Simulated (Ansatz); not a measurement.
KF (wurtzite) (it has left that coordination), relaxed with r2SCAN in the PAW code Ansatz. Space group P6_3/mmc (No. 194), hexagonal; a = 4.485 Å, c = 5.271 Å in the conventional setting, 22.96 Å³ an atom. K has 5 F at 2.59–2.64 Å; F has 5 K at 2.59–2.64 Å. The cell started from the wurtzite prototype, but the relaxation took it to the higher symmetry P6_3/mmc (No. 194), so the name no longer describes it.

The axes x, y and z are those of this cell:
```yaml
crystal:
  lattice:
    - [4.48500, 0.00000, 0.00000]
    - [-2.24250, 3.88413, 0.00000]
    - [0.00000, 0.00000, 5.27130]
  atoms:
    - { symbol: K, position: [0.33333, 0.66667, 0.93750] }
    - { symbol: K, position: [0.66667, 0.33333, 0.43750] }
    - { symbol: F, position: [0.33333, 0.66667, 0.43750] }
    - { symbol: F, position: [0.66667, 0.33333, 0.93750] }
```

Unstrained: PBE gives a direct gap of 5.382 eV at Γ. The r2SCAN gap is direct at Γ: 5.961 eV. HSE06 gives a direct gap of 7.273 eV at Γ. Meshes: PBE 6×6×6, r2SCAN 6×6×6, HSE06 6×6×4. Strains are changes of length per length. After each strain the atoms were relaxed again with r2SCAN within the symmetry that the strain leaves, so tilts or polar shifts that break it weren't tested; points keep the names that they have in the unstrained zone. Spin-unpolarised throughout. Whether this structure exists isn't addressed.

(1) Apply uniaxial +4.71 % along x, other directions held. How far does the gap move, against the unstrained cell?

(2) Apply isotropic +4.89 % on every length. How far does the gap move, against the unstrained cell?

Results:

(1) PBE: the gap goes from 5.382 to 5.211 eV (-0.171 eV). r2SCAN: the gap goes from 5.961 to 5.806 eV (-0.155 eV). HSE06: the gap goes from 7.273 to 7.091 eV (-0.182 eV). The r2SCAN energy rises by 5.0 meV an atom.

(2) PBE: the gap goes from 5.382 to 4.955 eV (-0.427 eV). r2SCAN: the gap goes from 5.961 to 5.576 eV (-0.385 eV). HSE06: the gap goes from 7.273 to 6.805 eV (-0.468 eV). The r2SCAN energy rises by 34.8 meV an atom.

The meshes of the hybrids are coarse, so their gaps aren't converged to the digits shown.
